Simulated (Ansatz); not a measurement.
**CaSe (Fm-3m): several responses side by side**

The conventional cell has a = 5.869 Å, b = 5.869 Å, c = 5.869 Å, α = 90.00°, β = 90.00°, γ = 90.00°. Ca (atom 1) is surrounded by 6 Se at 2.93 Å. Se (atom 2) is surrounded by 6 Ca at 2.93 Å.

Ansatz runs use the cell relaxed by PAW under their functional.

Q: What are its gap and electron mass? (PBEsol, all-electron LAPW in Ansatz 0.2.0, scalar-relativistic; a = 5.869 Å; k mesh 6×6×6, fixed occupations, basis error target 1 meV/atom)

A: Kohn-Sham band edges (the gap between refined extrema, the direct gap on the fine mesh): gap = 1.88 eV, least direct gap = 2.85 eV, electron conductivity mass = 0.370 mₑ, ε∞ without local fields (PAW) = 6.38.

Q: How stiff is it? (PBEsol, all-electron LAPW in Ansatz 0.2.0, scalar-relativistic; a = 5.869 Å; k mesh 8×8×8, strains of ±0.005, fixed occupations, basis error target 0.5 meV/atom)

A: Elastic moduli (Hill averages, relaxed ions; θ_D from sound speeds over directions): B = 52.0 GPa, G = 34.8 GPa, C11 = 118 GPa, C44 = 27.4 GPa, ν = 0.226, θ_D = 332 K.

Q: How does it vibrate? (PBEsol, all-electron LAPW in Ansatz 0.2.0, scalar-relativistic; a = 5.869 Å; k mesh 6×6×6, fixed occupations, basis error target 0.5 meV/atom; q mesh 2×2×2)

A: Harmonic phonons by finite displacements (no LO-TO term; negative means unstable): highest mode = 255 cm⁻¹, lowest at L = 121 cm⁻¹, lowest at X = 81.5 cm⁻¹, highest at Γ = 181 cm⁻¹.

Q: How does it screen a field? (PBEsol, PAW on Ansatz 0.2.0's default frozen-core files (fitted under PBE), scalar-relativistic; a = 5.869 Å; k mesh 6×6×6, fixed occupations, cutoff 420 eV)

A: Dielectric response and Born charges by linear response (direction means): ε∞ = 5.84, largest |Z*| = 2.35 e, ε₀ = 12.0.

Q: How much do local fields and the kernel change ε∞?

A: From 6.38 (independent particles) to 5.84 (linear response), -9 %. The two sums use different k meshes, so a part of a few per cent can be the mesh's.

Limits of these numbers: no spin-orbit coupling on heavy atoms (band edges); semilocal gaps are low, and light masses and ε∞ follow the gap (band edges); frozen-core PAW files fitted under PBE, their cores solved anew for the functional of the run (field response); zone-boundary modes aren't tested (field response); field response not resolved by the mesh (field response); semilocal gaps are low, so ε∞ comes out large.
